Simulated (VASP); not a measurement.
Wanted: the native input for a VASP 6.6.1 run.

```yaml
Task: relaxation of cell and atoms
Functional: PBEsol
Potentials_or_basis: VASP PAW PBE potentials, release 64 (Mg, Sb)
Cutoff: 600 eV
k_mesh: 9 × 9 × 5
Occupations: gaussian, width 0.03 eV
Spin: no spin polarisation
Further_INCAR_settings: ALGO = Normal; EDIFF = 1e-07; IBRION = 2; EDIFFG = -0.005; NSW = 90; ISIF = 3
```

The structure of Mg3Sb2 lies in POSCAR:

```
Mg3Sb2                                  
1.0
    4.5524044858      0.0000000000      0.0000000000
   -2.2762022429      3.9424979330     -0.0000000000
    0.0000000000      0.0000000000      7.1824591898
  Mg              Sb            
     3     2
Direct
     0.3333333332999970    0.6666666667000030    0.6326104885257230
     0.6666666667000030    0.3333333332999970    0.3673895114742770
     0.0000000000000000    0.0000000000000000    0.0000000000000000
     0.3333333332999970    0.6666666667000030    0.2236239000976646
     0.6666666667000030    0.3333333332999970    0.7763760999023354
```

The input as run:

INCAR

```
SYSTEM = Mg3Sb2
PREC     = Accurate       ! precision mode
ENCUT    = 600            ! plane-wave cutoff, eV
EDIFF    = 1E-7           ! SCF threshold, eV
ISMEAR   = 0              ! smearing method
SIGMA    = 0.03           ! smearing width, eV
LREAL    = .False.        ! projectors in reciprocal space
LASPH    = .True.         ! aspherical terms in the spheres
NELM     = 80             ! most SCF steps
ALGO     = Normal         ! electronic algorithm
ISIF     = 3              ! what is computed and relaxed
LWAVE    = .False.        ! write WAVECAR
LCHARG   = .False.        ! write CHGCAR
GGA      = PS             ! functional
IBRION   = 2              ! ionic algorithm
NSW      = 90             ! ionic steps
EDIFFG   = -0.005         ! ionic threshold
```

KPOINTS

```
Automatic mesh
0
Gamma
  9 9 5
  0 0 0
```

Potentials or basis: VASP PAW PBE potentials, release 64 (Mg, Sb).

Command:

```sh
$ cat potpaw_PBE.64/Mg/POTCAR potpaw_PBE.64/Sb/POTCAR > POTCAR
$ mpirun -np 1 vasp_std > vasp.out
```

It gave:

The relaxed volume is 25.82 Å³/atom. The relaxed cell is a = 4.555 Å, b = 4.555 Å, c = 7.186 Å, α = 90.00°, β = 90.00°, γ = 120.00°, the space group after relaxing (to 0.05 Å) is P-3m1 (No. 164) and the energy gained by relaxing is 0.0 meV/atom. The ionic steps are 4, the pressure after relaxing is 0.0 GPa and the largest force after relaxing is 0.005 eV/Å. The band gap on the k mesh is 0.16 eV, indirect (least direct gap 1.09 eV).

Caveat: the PAW data sets were made with another functional, which shifts forces and pressure a little; spin-orbit coupling is left out, which moves the levels of the heavy elements; an odd mesh through Γ misses points on the zone boundary, where band edges often lie.

Wall time 66 s on 1 thread of Intel(R) Xeon(R) 6975P-C (Granite Rapids), on a shared host, peak memory 0.34 GiB.
